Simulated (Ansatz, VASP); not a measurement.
## Two plane-wave programs on Ge

Contents of INCAR:

```
  PREC = Accurate
  ENCUT = 520
  EDIFF = 1E-6
  ISMEAR = 1
  SIGMA = 0.054
  LREAL = F
  LASPH = T
  NELM = 80
  ALGO = Normal
  ISIF = 2
  LWAVE = F
  LCHARG = F
  GGA = CA
  NBANDS = 21
```

File KPOINTS:

```
regular mesh
0
Gamma
  6 6 4
```

File POSCAR:

```
Ge
1.0
    1.4880529250     -2.5946896100      0.0000000000
    1.4880529250      2.5946896100      0.0000000000
    0.0000000000      0.0000000000      4.7275957900
Ge
2
Direct
    0.6665533700      0.3334466300      0.2500000000
    0.3334466300      0.6665533700      0.7500000000
```

Input for Ansatz:

```yaml
crystal:
  lattice:
    - [1.488052925, -2.59468961, 0.0]
    - [1.488052925, 2.59468961, 0.0]
    - [0.0, 0.0, 4.72759579]
  atoms:
    - { symbol: Ge, position: [0.66655337, 0.33344663, 0.25] }
    - { symbol: Ge, position: [0.33344663, 0.66655337, 0.75] }
basis:
  ecutwfc: 420
kpoints:
  mp_grid: { grid: [6, 6, 4] }
hamiltonian:
  xc: lda
scf:
  occupations: { method: cold, width: 0.054 }
  n_extra_bands: 2
  mixing: { algorithm: broyden, beta: 0.35, ndim: 3, preconditioner: ldos }
  initial_density: { chi_scale: 0, normalization: atom }
  max_iter: 54
output:
  forces: true
  stress: true
  eigenvalues: true
```

Alike in both runs: task single point; functional LDA; k mesh 6 × 6 × 4; no spin polarisation.

|  | VASP | Ansatz |
| --- | --- | --- |
| version | VASP 6.6.1 | Ansatz 0.2.0 |
| potentials or method | VASP PAW LDA potentials, release 64 (Ge_d) | scalar-relativistic, plane waves, PAW |
| plane-wave cutoff (eV) | 520 | 420 |
| occupations | methfessel-paxton of order 1, width 0.054 eV | cold, width 0.054 eV |
| valence electrons in the cell | 28 | 28 |

```tsv
	VASP	Ansatz	Ansatz less VASP
gap on the k mesh at the Fermi level (eV)	none	none	-
pressure (GPa)	-2.4	-2.4	+0.02
largest component of the traceless stress (GPa)	3.88	3.89	+0.009
```

A gap of «none» marks a metal or a gap that the smearing closes.

Caveats: the k mesh is coarse (spacing up to 0.41 Å⁻¹), so the values aren't converged.
